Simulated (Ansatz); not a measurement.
# Z2 indices of InSe, calculated with Ansatz

Space group R3m (No. 160), 4 atoms in the cell of the first input below: a = 8.595 Å, b = 8.595 Å, c = 8.595 Å, α = 26.98°, β = 26.98°, γ = 26.98°.

The structure is a measured one, not always of the ambient phase, with its volume kept and shape and atoms relaxed (pressure 2.4 GPa with this functional, without spin–orbit coupling). Functional: PBE.

Input:

```yaml
crystal:
  lattice:
    - [2.0047584411, 1.1574478256, 8.2772320996]
    - [-2.0047584411, 1.1574478256, 8.2772320996]
    - [0.0, -2.3148956512, 8.2772320996]
  atoms:
    - { symbol: In, position: [4.20121e-05, 4.20121e-05, 4.20121e-05] }
    - { symbol: In, position: [0.1121775401, 0.1121775401, 0.1121775401] }
    - { symbol: Se, position: [0.614610267, 0.614610267, 0.614610267] }
    - { symbol: Se, position: [0.8308701808, 0.8308701808, 0.8308701808] }
basis:
  ecutwfc: 420
  ecutrho_ratio: 4
kpoints:
  mp_grid: { grid: [6, 6, 6] }
hamiltonian:
  xc: pbe
scf:
  occupations: { method: gaussian, width: 0.05 }
output:
  forces: true
  stress: true
  eigenvalues: true
  populations: true
  topological_invariants: true
magnetization:
  noncollinear: true
  spin_orbit: true
```

```bash
ansatz run input.yaml --threads 8 --pin off --max-ram 15360MiB --backend cpu --events-out ev --progress --plain --runs-dir out
```

Time: 87 s on 8 threads of Intel(R) Xeon(R) Platinum 8375C CPU @ 2.90GHz (Ice Lake) (shared host), peak memory 1.9 GiB.

Without spin–orbit coupling the gap on a 10×10×10 mesh is 0.38 eV. With it, in a separate run (self-consistent on 8×8×8, bands on 12×12×12), a gap of 0.35 eV parts the filled from the empty bands (a gap on a mesh is an upper bound, as the edges may lie between its points, so gaps on unlike meshes don't measure the coupling's effect alone). The indices are those of the lowest 58 bands, and their direct separation from the next band is open. They come from Wilson loops on the time-reversal planes.

Problem. The cell is scaled in volume by 0.96 and 1.05 with the atoms carried along. Do the indices change?

Solution. No.

```tsv
volume ratio	pressure with spin–orbit coupling (GPa)	smallest direct separation sampled (eV)	at k	separation	Z2
0.96	4.9	0.465	-0.50 -0.50 -0.50	open	(0;000)
1.00	2.4	0.354	-0.50 -0.50 -0.50	open	(0;000)
1.05	0.0	0.236	-0.50 -0.50 -0.50	open	(0;000)
```

Caveats: Kohn–Sham gaps are too small; Z2 indices don't see topology that rests on crystal symmetry, and an even number of inversions cancels; atoms feel forces of up to 0.31 eV/Å at volume ratio 0.96; atoms feel forces of up to 0.33 eV/Å at volume ratio 1.05; the cell shown stands at 2.4 GPa, so it isn't this functional's equilibrium.

InSe remains in the trivial Z2 class at all three volumes, while its smallest sampled direct separation falls steadily from 0.465 eV in the compressed cell to 0.236 eV in the expanded one. The minimum stays at the same zone-boundary point, where the conduction edge is mainly antibonding In s–Se p and the valence edge largely Se p_z with some In–In bonding character. Uniform compression shortens the covalent bonds within the layers and pushes these states apart. It also strengthens the coupling between layers, which broadens the bands and works against the opening. The trend suggests that the bonds within the layers prevail here.

Expansion therefore moves the crystal towards a band inversion, but the gap stays open and the ordinary band order probably survives. The slope shouldn't be read as the pressure coefficient of real InSe: under hydrostatic load the soft van der Waals gaps take up most of the initial compression, so the interlayer contribution weighs more than in a uniformly scaled cell.
